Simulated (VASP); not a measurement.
Level of theory: TPSS meta-GGA, VASP's PBE PAW potentials (set 64) (plane waves; VASP).

The input files of a VASP run:

### KPOINTS
```
kpoints
0
G
 9 9 9
```

### POSCAR
```
Li2O
4.5999340
  0.0000000000   0.4999999641   0.4999999641
  0.4999999641   0.0000000000   0.4999999641
  0.4999999641   0.4999999641   0.0000000000
Li O
2 1
Direct
  0.2500000000   0.2500000000   0.2500000000
  0.7500000000   0.7500000000   0.7500000000
  0.0000000000   0.0000000000   0.0000000000
```

**KPOINTS_OPT**
```
k-points along high-symmetry lines
10
Line-mode
Reciprocal
  0.000000   0.000000   0.000000 ! GAMMA
  0.500000   0.000000   0.500000 ! X

  0.500000   0.000000   0.500000 ! X
  0.625000   0.250000   0.625000 ! U

  0.375000   0.375000   0.750000 ! K
  0.000000   0.000000   0.000000 ! GAMMA

  0.000000   0.000000   0.000000 ! GAMMA
  0.500000   0.500000   0.500000 ! L

  0.500000   0.500000   0.500000 ! L
  0.500000   0.250000   0.750000 ! W

  0.500000   0.250000   0.750000 ! W
  0.500000   0.000000   0.500000 ! X
```

### INCAR
```
SYSTEM = Li2O
PREC = Accurate
ENCUT = 520
EDIFF = 1E-7
NELM = 100
ALGO = Normal
LREAL = .FALSE.
LASPH = .TRUE.
ISMEAR = -5
METAGGA = TPSS
LMIXTAU = .TRUE.
LWAVE = .FALSE.
LCHARG = .FALSE.
LORBIT = 11
NEDOS = 601
ISIF = 2
LEFG = .TRUE.
```

POTCAR, in this order: Li_sv O (PBE.64 set). Program: vasp_std.

Output

### OSZICAR
```
       N       E                     dE             d eps       ncg     rms          rms(c)
DAV:   1    -0.518573131486E+06   -0.51857E+06   -0.82908E+07   724   0.185E+08
DAV:   2    -0.901237567342E+07   -0.84938E+07   -0.84894E+07   954   0.102E+06
DAV:   3    -0.913529285847E+07   -0.12292E+06   -0.12296E+06  1100   0.132E+06
DAV:   4    -0.914240734090E+07   -0.71145E+04   -0.72050E+04  1186   0.200E+05
DAV:   5    -0.919591547423E+07   -0.53508E+05   -0.56443E+05  1278   0.320E+04    0.999E+01
DAV:   6    -0.290087610521E+02    0.91959E+07   -0.15921E+04   744   0.976E+02    0.513E+01
DAV:   7    -0.370244261329E+02   -0.80157E+01   -0.28788E+02   924   0.133E+02    0.378E+01
DAV:   8    -0.175358752661E+02    0.19489E+02   -0.36629E+01   902   0.497E+01    0.239E+01
DAV:   9    -0.233296761518E+02   -0.57938E+01   -0.36975E+00  1092   0.176E+01    0.201E+01
DAV:  10    -0.209953331004E+02    0.23343E+01   -0.79960E-01   712   0.115E+01    0.175E+01
DAV:  11    -0.174382150655E+02    0.35571E+01   -0.92686E+00   718   0.226E+01    0.529E+00
DAV:  12    -0.176111333597E+02   -0.17292E+00   -0.37528E-01   840   0.686E+00    0.485E+00
DAV:  13    -0.175929426680E+02    0.18191E-01   -0.24371E-01   756   0.411E+00    0.509E+00
DAV:  14    -0.181181984653E+02   -0.52526E+00   -0.13424E+00   700   0.150E+01    0.183E+00
DAV:  15    -0.181104054059E+02    0.77931E-02   -0.55470E-02   734   0.263E+00    0.100E+00
DAV:  16    -0.181096562830E+02    0.74912E-03   -0.26841E-02   792   0.183E+00    0.526E-01
DAV:  17    -0.181175791323E+02   -0.79228E-02   -0.35027E-03   804   0.729E-01    0.387E-01
DAV:  18    -0.181342320199E+02   -0.16653E-01   -0.15522E-02   714   0.228E+00    0.194E-01
DAV:  19    -0.181395913500E+02   -0.53593E-02   -0.24681E-02   890   0.263E+00    0.755E-02
DAV:  20    -0.181386797419E+02    0.91161E-03   -0.55370E-03   728   0.103E+00    0.545E-02
DAV:  21    -0.181388874289E+02   -0.20769E-03   -0.22968E-02   740   0.216E+00    0.988E-02
DAV:  22    -0.181395800951E+02   -0.69267E-03   -0.16874E-03   722   0.594E-01    0.801E-02
DAV:  23    -0.181399037914E+02   -0.32370E-03   -0.20952E-03   720   0.452E-01    0.439E-02
DAV:  24    -0.181375663805E+02    0.23374E-02   -0.11850E-02   882   0.182E+00    0.466E-02
DAV:  25    -0.181392440282E+02   -0.16776E-02   -0.20399E-03   700   0.558E-01    0.107E-01
DAV:  26    -0.181393233506E+02   -0.79322E-04   -0.53786E-04   712   0.359E-01    0.559E-02
DAV:  27    -0.181397530212E+02   -0.42967E-03   -0.75648E-04   932   0.461E-01    0.404E-02
DAV:  28    -0.181398958298E+02   -0.14281E-03   -0.92263E-04   940   0.507E-01    0.196E-02
DAV:  29    -0.181398991959E+02   -0.33661E-05   -0.64589E-05   736   0.116E-01    0.207E-03
DAV:  30    -0.181398953196E+02    0.38764E-05   -0.28016E-05   748   0.741E-02    0.218E-03
DAV:  31    -0.181398612357E+02    0.34084E-04   -0.76042E-05   912   0.138E-01    0.382E-03
DAV:  32    -0.181398609391E+02    0.29654E-06   -0.90342E-06   744   0.438E-02    0.113E-02
DAV:  33    -0.181398707277E+02   -0.97886E-05   -0.45001E-06   840   0.283E-02    0.120E-02
DAV:  34    -0.181398920455E+02   -0.21318E-04   -0.38208E-05   886   0.100E-01    0.904E-03
DAV:  35    -0.181398924123E+02   -0.36676E-06   -0.12291E-06   774   0.167E-02    0.735E-03
DAV:  36    -0.181398935863E+02   -0.11740E-05   -0.62970E-07   964   0.129E-02    0.588E-03
DAV:  37    -0.181398961250E+02   -0.25387E-05   -0.25182E-06   886   0.265E-02    0.492E-03
DAV:  38    -0.181398979699E+02   -0.18450E-05   -0.49765E-06   882   0.383E-02    0.272E-03
DAV:  39    -0.181398985681E+02   -0.59817E-06   -0.14678E-06   880   0.209E-02    0.102E-03
DAV:  40    -0.181398989146E+02   -0.34656E-06   -0.14254E-07   736   0.581E-03    0.165E-04
DAV:  41    -0.181398990193E+02   -0.10464E-06   -0.18213E-08   440   0.176E-03    0.126E-04
DAV:  42    -0.181398990254E+02   -0.61148E-08   -0.97687E-08   704   0.466E-03
   1 F= -.18139899E+02 E0= -.18139899E+02  d E =0.000000E+00
       N       E                     dE             ncg
       N       E                     dE             ncg
```

### OUTCAR
```
------------------------ aborting loop because EDIFF is reached ----------------------------------------
  FORCE on cell =-STRESS in cart. coord.  units (eV):
  Direction    XX          YY          ZZ          XY          YZ          ZX
  --------------------------------------------------------------------------------------
  Total       -0.0149419     -0.0149419     -0.0149419      0.0000000      0.0000000     -0.0000000
  in kB       -0.9838304     -0.9838304     -0.9838304      0.0000000      0.0000000     -0.0000000
  external PRESSURE =      -0.9838304 kB  Pullay stress =       0.0000000 kB
  volume of cell :       24.33
      direct lattice vectors                 reciprocal lattice vectors
     0.000000000  2.299966835  2.299966835    -0.217394439  0.217394439  0.217394439
     2.299966835  0.000000000  2.299966835     0.217394439 -0.217394439  0.217394439
     2.299966835  2.299966835  0.000000000     0.217394439  0.217394439 -0.217394439
 POSITION                                       TOTAL-FORCE (eV/Angst)
 -----------------------------------------------------------------------------------
      1.14998      1.14998      1.14998         0.000000      0.000000      0.000000
      3.44995      3.44995      3.44995        -0.000000     -0.000000     -0.000000
      0.00000      0.00000      0.00000         0.000000     -0.000000     -0.000000
 -----------------------------------------------------------------------------------
    total drift:                               -0.000000      0.000000      0.000000
  FREE ENERGIE OF THE ION-ELECTRON SYSTEM (eV)
  ---------------------------------------------------
  free  energy   TOTEN  =       -18.1398990254 eV

  energy  without entropy=      -18.1398990254  energy(sigma->0) =      -18.13989903

 total charge

# of ion       s       p       d       tot
------------------------------------------
    1        2.035   0.081   0.000   2.115
    2        2.035   0.081   0.000   2.115
    3        1.517   3.494   0.000   5.011
--------------------------------------------------
tot          5.586   3.655   0.000   9.241

 Electric field gradients after diagonalization (V/A^2)
 (convention: |V_zz| > |V_xx| > |V_yy|)
----------------------------------------------------------------------
 ion       V_xx      V_yy      V_zz     asymmetry (V_yy - V_xx)/ V_zz
----------------------------------------------------------------------
   1      -0.006    -0.006     0.012       0.000
   2      -0.006    -0.006     0.012       0.000
   3      -0.003    -0.003     0.007       0.000
```
(Selected blocks of OUTCAR.)

The compound is Li2O in the antifluorite structure. It was relaxed first.
